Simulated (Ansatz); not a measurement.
**How Ni converges under other mixers and occupations**

Which SCF settings change the result for Ni, and which only the effort? The default run comes first. The cell (1 atom) is Ni in the deposited crystal structure (space group Fm-3m). Source: COD entry 4320495; the sample's temperature and pressure aren't taken into account.

Program: Ansatz 0.2.0. Level of theory: DFT PBE, PAW, plane waves, scalar-relativistic. These are calculated values, not measurements.

### 1 The structure to begin with

Symmetry: Fm-3m, No. 225, cubic system. The conventional cell has a = 3.532 Å, b = 3.532 Å, c = 3.532 Å, α = 90.00°, β = 90.00°, γ = 90.00°. Ni (site symmetry m-3m) is surrounded by 12 Ni at 2.50 Å.

As a file:

```cif
data_structure
_symmetry_space_group_name_H-M 'P 1'
_symmetry_Int_Tables_number 1
_cell_length_a 2.4975
_cell_length_b 2.4975
_cell_length_c 2.4975
_cell_angle_alpha 60.000
_cell_angle_beta 60.000
_cell_angle_gamma 60.000
_cell_volume 11.02
loop_
_atom_site_label
_atom_site_type_symbol
_atom_site_fract_x
_atom_site_fract_y
_atom_site_fract_z
_atom_site_occupancy
Ni1 Ni 0.00000 0.00000 0.00000 1
```

Labels such as Ni1 number the atoms in the order of the input file.

Changes shown after the default run: Broyden, β 0.1, history 16, no preconditioner; Anderson, β 0.2, history 2, no preconditioner; Broyden, β 0.5, preconditioner local Kerker; k-point mesh 7x7x7; direct minimisation; Anderson, β 1.0, history 4, no preconditioner; linear mixing, β 0.2, Kerker.

The search for lower states is off throughout, and inputs that name a mixer don't switch to direct minimisation unless they say so. Spin is collinear, with starting moments Ni1 2.00 μB. β is the mixing step of the charge; the magnetisation has a step of its own, which the program sets unless it is named.

### 2 Default SCF settings

Contents of input.yaml:

```yaml
crystal:
  lattice:
    - [0.0, 1.76598, 1.76598]
    - [1.76598, 0.0, 1.76598]
    - [1.76598, 1.76598, 0.0]
  atoms:
    - { symbol: Ni, position: [0.0, 0.0, 0.0], spin: 2.0 }
magnetization:
  spin_polarized: true
hamiltonian:
  xc: pbe
  pseudopotentials: { kind: paw }
basis:
  ecutwfc: 420
kpoints:
  mp_grid: { grid: [13, 13, 13] }
scf:
  occupations: { method: fermi_dirac, width: 0.1 }
  lower_state_search: "off"
output:
  forces: true
  stress: true
  write_density: true
  write_potential: true
  elf: true
  volumetric_format: npy
```

Started as:

```console
$ ansatz run input.yaml --threads 2 --pin off --max-ram 5120MiB --backend cpu --events-out ev --progress --plain --runs-dir out
```

Further steps of the session: Broyden, β 0.1, history 16, no preconditioner; Anderson, β 0.2, history 2, no preconditioner; Broyden, β 0.5, preconditioner local Kerker; K-point mesh 7x7x7; Direct minimisation; Anderson, β 1.0, history 4, no preconditioner; Linear mixing, β 0.2, Kerker.

Q: What does this run give, and which of the planned changes alter effort or result? Wanted: largest shift of the free energy by occupations, cutoff, mesh or field.

**Answer**, as computed:

| quantity | value |
| --- | --- |
| default run | 9 iterations, ferromagnetic, site moments Ni1 0.67 μB, total 0.63 μB per cell, no gap on the k-mesh |
| fewest iterations to that state among the runs shown (an iteration of direct minimisation costs more) | 9 (default SCF settings) |
| most iterations to it | 55 (linear mixing, β 0.2, Kerker) |
| runs that end in another state, among changes of path alone | 0 |
| largest shift of the free energy by occupations, cutoff, mesh or field | +6.6 meV/atom (k-point mesh 7x7x7) |

What this shows: 7 runs solve the same problem and reach the default's state, in 9 to 55 iterations: there the settings change the path, not the answer. Occupations, cutoff, mesh and fields change the problem that is solved, not just the path; the largest shift here is that of “k-point mesh 7x7x7”. Other settings tried on this cell gave no result: Anderson, β 3.0, history 8 (input refused); linear mixing, β 0.9, no preconditioner (not converged after 60 iterations, cycles). Counts include iterations that the program adds to test a close, so a difference of one or two ranks nothing. The starting density is a sum of atomic densities.
